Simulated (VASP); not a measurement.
# Li2S (Fm-3m) in VASP: notebook, part 2 of 2

VASP 6.6.1.

## (3) Relaxation of cell and atoms, PBEsol

This run uses another cell than the first one, of 15.19 Å³/atom, 1.008 times its volume.

Contents of INCAR:

```
SYSTEM = Li2S
PREC     = Accurate       ! precision mode
ENCUT    = 600            ! plane-wave cutoff, eV
EDIFF    = 1E-6           ! SCF threshold, eV
ISMEAR   = 0              ! smearing method
SIGMA    = 0.02           ! smearing width, eV
LREAL    = .False.        ! projectors in reciprocal space
LASPH    = .True.         ! aspherical terms in the spheres
NELM     = 100            ! most SCF steps
ALGO     = Fast           ! electronic algorithm
ISIF     = 3              ! what is computed and relaxed
LWAVE    = .False.        ! write WAVECAR
LCHARG   = .False.        ! write CHGCAR
GGA      = PS             ! functional
IBRION   = 2              ! ionic algorithm
NSW      = 100            ! ionic steps
EDIFFG   = -0.002         ! ionic threshold
```

Contents of KPOINTS:

```
regular mesh
0
Gamma
  8 8 8
  0 0 0
```

Contents of POSCAR:

```
Li2S
1.0
    0.0000000000      2.8351678400      2.8351678400
    2.8351678400      0.0000000000      2.8351678400
    2.8351678400      2.8351678400      0.0000000000
Li S
2 1
Direct
    0.7500000000      0.7500000000      0.7500000000
    0.2500000000      0.2500000000      0.2500000000
    0.0000000000      0.0000000000      0.0000000000
```

Potentials or basis: VASP PAW PBE potentials, release 64 (Li_sv, S).

The run is started by

```console
cat potpaw_PBE.64/Li_sv/POTCAR potpaw_PBE.64/S/POTCAR > POTCAR
mpirun -np 1 vasp_std > vasp.out
```

Run time: 14 s. Hardware: 1 thread of Intel Xeon 6975P-C (Granite Rapids), shared host; peak memory 0.17 GiB.

The run converged. Its results:

| Property | Result |
| --- | --- |
| Free energy | -12.3773 eV |
| Relaxed volume | 15.06 Å³/atom |
| Relaxed cell | a = 3.998 Å, b = 3.998 Å, c = 3.998 Å, α = 60.00°, β = 60.00°, γ = 60.00° |
| Space group after relaxing (to 0.05 Å) | Fm-3m (No. 225) |
| Energy gained by relaxing | 0.2 meV/atom |
| Ionic steps | 3 |
| Pressure after relaxing | 0.0 GPa |
| Band gap on the k mesh | 3.20 eV, indirect (least direct gap 4.23 eV) |

The path:
```csv
step,energy change (eV),largest force (eV/Å),pressure (GPa),volume (Å³)
1,0.0000,0.0000,-0.37,45.58
2,-0.0004,0.0000,-0.16,45.35
3,-0.0005,0.0000,-0.01,45.18
```

Final structure:
```cif
data_structure
_symmetry_space_group_name_H-M 'P 1'
_symmetry_Int_Tables_number 1
_cell_length_a 3.9978
_cell_length_b 3.9978
_cell_length_c 3.9978
_cell_angle_alpha 60.000
_cell_angle_beta 60.000
_cell_angle_gamma 60.000
_cell_volume 45.18
loop_
_atom_site_label
_atom_site_type_symbol
_atom_site_fract_x
_atom_site_fract_y
_atom_site_fract_z
_atom_site_occupancy
Li1 Li 0.75000 0.75000 0.75000 1
Li2 Li 0.25000 0.25000 0.25000 1
S1 S 0.00000 0.00000 0.00000 1
```

Levels at points of the mesh, in eV from the valence-band top:
```tsv
k point	band 2	band 3	band 4	band 5	band 6	band 7	band 8	band 9	band 10
(0.00, 0.00, 0.00)	-43.40	-11.08	0.00	0.00	0.00	4.23	6.16	6.16	6.16
(0.50, 0.00, 0.00)	-43.43	-10.62	-3.00	-0.53	-0.53	6.12	6.49	6.49	8.35
(0.50, 0.50, 0.00)	-43.42	-10.49	-2.24	-1.49	-1.49	3.20	7.09	11.14	11.14
```

Caveat: the cutoff is under 1.25 times the usual one of these potentials, so pressure, stress and relaxed cells hold a basis-set (Pulay) error; the PAW data sets were made with another functional, which shifts forces and pressure a little.

## (4) Single point, PBEsol

This run uses another cell than the first one, of 15.19 Å³/atom, 1.008 times its volume.

Contents of INCAR:

```
ALGO     = Normal         # electronic algorithm
EDIFF    = 1E-7           # SCF threshold, eV
ENCUT    = 520            # plane-wave cutoff, eV
GGA      = PS             # functional
ISIF     = 2              # what is computed and relaxed
ISMEAR   = 0              # smearing method
LASPH    = True           # aspherical terms in the spheres
LCHARG   = False          # write CHGCAR
LREAL    = False          # projectors in reciprocal space
LWAVE    = False          # write WAVECAR
NBANDS   = 13             # bands
NELM     = 100            # most SCF steps
PREC     = Accurate       # precision mode
SIGMA    = 0.1            # smearing width, eV
```

Contents of KPOINTS:

```
k-points
0
Gamma
  6 6 6
```

POSCAR is that of step 3.

Potentials or basis: VASP PAW PBE potentials, release 64 (Li_sv, S).

The run is started by

```console
cat potpaw_PBE.64/Li_sv/POTCAR potpaw_PBE.64/S/POTCAR > POTCAR
mpirun -np 1 vasp_std > vasp.out
```

OUTCAR:

```text
EDIFF = 1E-7
   ENCUT = 520
   GGA = PS
   ISIF = 2
   ISMEAR = 0
   LASPH = True
   LREAL = False
   NELM = 100
   PREC = Accurate

 ion  position               nearest neighbor table
   1  0.750  0.750  0.750-   3 2.46   3 2.46   3 2.46   3 2.46
   2  0.250  0.250  0.250-   3 2.46   3 2.46   3 2.46   3 2.46
   3  0.000  0.000  0.000-   1 2.46   1 2.46   2 2.46   2 2.46   2 2.46   2 2.46   1 2.46   1 2.46

[... 442 lines left out ...]

  FORCE on cell =-STRESS in cart. coord.  units (eV):
  Direction    XX          YY          ZZ          XY          YZ          ZX
  --------------------------------------------------------------------------------------
  -------------------------------------------------------------------------------------
  Total       -0.0983778     -0.0983778     -0.0983778     -0.0000000     -0.0000000      0.0000000
  in kB       -3.4581317     -3.4581317     -3.4581317     -0.0000000     -0.0000000      0.0000000
  external PRESSURE =      -3.4581317 kB  Pullay stress =       0.0000000 kB

 VOLUME and BASIS-vectors are now :
 -----------------------------------------------------------------------------
  energy-cutoff  :      520.00
  volume of cell :       45.58
      direct lattice vectors                 reciprocal lattice vectors
     0.000000000  2.835167840  2.835167840    -0.176356402  0.176356402  0.176356402
     2.835167840  0.000000000  2.835167840     0.176356402 -0.176356402  0.176356402
     2.835167840  2.835167840  0.000000000     0.176356402  0.176356402 -0.176356402

 POSITION                                       TOTAL-FORCE (eV/Angst)
 -----------------------------------------------------------------------------------
      4.25275      4.25275      4.25275         0.000000      0.000000      0.000000
      1.41758      1.41758      1.41758        -0.000000     -0.000000     -0.000000
      0.00000      0.00000      0.00000         0.000000      0.000000      0.000000
 -----------------------------------------------------------------------------------
    total drift:                                0.000000     -0.000000      0.000000

  FREE ENERGIE OF THE ION-ELECTRON SYSTEM (eV)
  ---------------------------------------------------
  free  energy   TOTEN  =       -12.3751513286 eV

  energy  without entropy=      -12.3751513286  energy(sigma->0) =      -12.37515133
```

Run time: 6.4 s. Hardware: 1 thread of Intel Xeon 6975P-C (Granite Rapids), shared host; peak memory 0.15 GiB.

What came out:

```yaml
Free_energy: -12.3752 eV
Band_gap_on_the_k_mesh: 3.21 eV, indirect (least direct gap 4.18 eV)
```

Levels at points of the mesh, in eV from the valence-band top:
```tsv
k point	band 2	band 3	band 4	band 5	band 6	band 7	band 8	band 9	band 10	band 11
(0.00, 0.00, 0.00)	-43.43	-11.06	0.00	0.00	0.00	4.18	6.15	6.15	6.15	11.17
(0.50, 0.00, 0.00)	-43.45	-10.61	-2.97	-0.52	-0.52	6.08	6.48	6.48	8.30	12.79
(0.50, 0.50, 0.00)	-43.44	-10.48	-2.22	-1.47	-1.47	3.21	7.07	11.07	11.07	12.16
```

Caveat: the cutoff is under 1.25 times the usual one of these potentials, so pressure, stress and relaxed cells hold a basis-set (Pulay) error; the PAW data sets were made with another functional, which shifts forces and pressure a little. A k mesh can miss the band edges.

## (5) The runs side by side

```csv
task,cell,k mesh,cutoff (eV),smearing,gap on the mesh (eV)
single point,"Fm-3m, 15.07 Å³/atom",8 × 8 × 8,520,gaussian 0.02 eV,3.20
relaxation of cell and atoms,relaxed,8 × 8 × 8,600,gaussian 0.02 eV,3.20
single point,"Fm-3m, 15.19 Å³/atom",6 × 6 × 6,520,gaussian 0.1 eV,3.21
```

Alike in all rows: level PBEsol; potentials or basis VASP PAW PBE potentials, release 64 (Li_sv, S); no spin polarisation.

Caveats: the cutoff is under 1.25 times the usual one of these potentials, so pressure, stress and relaxed cells hold a basis-set (Pulay) error; the PAW data sets were made with another functional, which shifts forces and pressure a little.

Absolute energies hang on the potentials; compare differences alone.
